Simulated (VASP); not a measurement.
Crystal: VN.

```
CELL_PARAMETERS angstrom
0.00000 2.04000 2.04000
2.04000 0.00000 2.04000
2.04000 2.04000 0.00000
ATOMIC_POSITIONS crystal
V 0.00000 0.00000 0.00000
N 0.50000 0.50000 0.50000
```

The cell was built by a generator and needn't be a form met in nature.

- Program: VASP 6.6.1
- Task: relaxation of cell and atoms
- Functional: PBE
- Potentials or basis: VASP PAW PBE potentials, release 64 (V_sv, N)
- Cutoff: 600 eV
- k mesh: 18 × 18 × 18
- Occupations: methfessel-paxton, width 0.1 eV
- Spin: no spin polarisation

At the start: pressure 9.6 GPa; volume 8.49 Å³/atom.

Question: Where does the relaxation end?

Answer: Over 4 steps the energy falls by 7.2 meV/atom and the volume is 8.73 Å³/atom (+2.9 %); space group Fm-3m (No. 225, to 0.05 Å).

Step by step:
```tsv
step	energy change (eV)	largest force (eV/Å)	pressure (GPa)	volume (Å³)
1	0.0000	0.0000	9.56	16.98
2	0.0174	0.0000	-12.57	18.25
3	-0.0143	0.0000	-0.14	17.48
4	-0.0144	0.0000	0.04	17.47
```

Final structure:
```yaml
crystal:
  lattice:
    - [0.00000, 2.05944, 2.05944]
    - [2.05944, 0.00000, 2.05944]
    - [2.05944, 2.05944, 0.00000]
  atoms:
    - { symbol: V, position: [0.00000, 0.00000, 0.00000] }
    - { symbol: N, position: [0.50000, 0.50000, 0.50000] }
```

Caveat: the run has no spin polarisation, though such a crystal can be magnetic.
